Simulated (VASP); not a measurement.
The system is C.

```
CELL_PARAMETERS angstrom
0.00000 1.78337 1.78337
1.78337 0.00000 1.78337
1.78337 1.78337 0.00000
ATOMIC_POSITIONS crystal
C 0.00000 0.00000 0.00000
C 0.25000 0.25000 0.25000
```

This isn't the form of C at room conditions, which is graphite.

Base run:

| Quantity | Value |
| --- | --- |
| Program | VASP 6.6.1 |
| Functional | PBEsol |
| Potentials or basis | VASP PAW PBE potentials, release 64 (C) |
| Cutoff | 520 eV |
| k mesh | 11 × 11 × 11 |
| Occupations | fermi-dirac, width 0.02 eV |
| Spin | no spin polarisation |

Its results: band gap on the k mesh 4.00 eV, indirect (least direct gap 5.54 eV); pressure -3.8 GPa.

The run is repeated on the same cell with these changes: functional from PBEsol to HSE06; k mesh from 11 × 11 × 11 to 8 × 8 × 8. What comes out?

Band gap on the k mesh 5.30 eV, indirect (least direct gap 6.99 eV); pressure -7.4 GPa.

Several settings changed at once, so the effect can't be laid on one alone.

Caveats: the PAW data sets were made with another functional, which shifts forces and pressure a little; an odd mesh through Γ misses points on the zone boundary, where band edges often lie (some runs).

Not every run made on this cell is shown here.
